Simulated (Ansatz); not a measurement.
InP:

```
In P
1.0
     0.00000    2.93050    2.93050
     2.93050    0.00000    2.93050
     2.93050    2.93050    0.00000
In P
1 1
Cartesian
  0.0000 0.0000 0.0000
  4.3957 4.3957 4.3957
```

Base run:

- Program: Ansatz 0.2.0
- Functional: PBE0
- Potentials or basis: all-electron PAW datasets made for the crystal
- Cutoff: 270 eV (chosen from the basis error)
- k mesh: 6 × 6 × 6
- Occupations: fermi-dirac, width 0.05 eV
- Spin: no spin polarisation

Its results: band gap on the k mesh 2.11 eV, direct; pressure 1.3 GPa.

Task: The run is repeated on the same cell with these changes: functional from PBE0 to PBEsol; cutoff from 270 eV (chosen from the basis error) to 240 eV (chosen from the basis error). What comes out?

Result: Band gap on the k mesh 0.61 eV, direct; pressure 0.6 GPa.

PBE0 gives the wider gap, since exact exchange removes part of the self-interaction.

Caveats: spin-orbit coupling is left out, which moves the levels of the heavy elements.

